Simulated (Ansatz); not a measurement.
**Ta2N: equation of state with LDA**

Ta2N:

```
CELL_PARAMETERS angstrom
3.11286 0.00000 0.00000
-1.55643 2.69582 0.00000
0.00000 0.00000 4.86984
ATOMIC_POSITIONS crystal
Ta 0.33333 0.66667 0.25471
Ta 0.66667 0.33333 0.74529
N 0.00000 0.00000 0.00000
```

The cell comes from a database or a generator and needn't be the stable form of this composition.

| Property | Result |
| --- | --- |
| Program | Ansatz 0.2.0 |
| Task | equation of state |
| Functional | LDA |
| Potentials or basis | Ansatz PAW |
| Cutoff | 420 eV |
| Density cutoff | 1680 eV |
| k mesh | 10 × 10 × 6 |
| Occupations | fermi-dirac, width 0.05 eV |
| Spin | no spin polarisation |

```json
{"Equilibrium volume": "12.94 Å³/atom", "Bulk modulus at fixed shape and positions": "317 GPa", "Pressure derivative of the bulk modulus": "4.3"}
```

Energy against volume, from the lowest point:
```
volume (Å³/atom)  energy (meV/atom)
          12.805               0.14
          13.077               0.00
          13.350              10.60
          13.622              30.80
          13.895              59.59
          14.167              96.06
          14.439             139.39
```

All runs of the series together: 14 s on 2 threads of Arm Neoverse V1, with other jobs on the host.

Caveat: the cell was scaled at fixed shape and fractional positions, which overstates the stiffness of a crystal with free parameters, most of all of layers and chains. Spin-orbit coupling is left out, which matters for the levels of Ta.
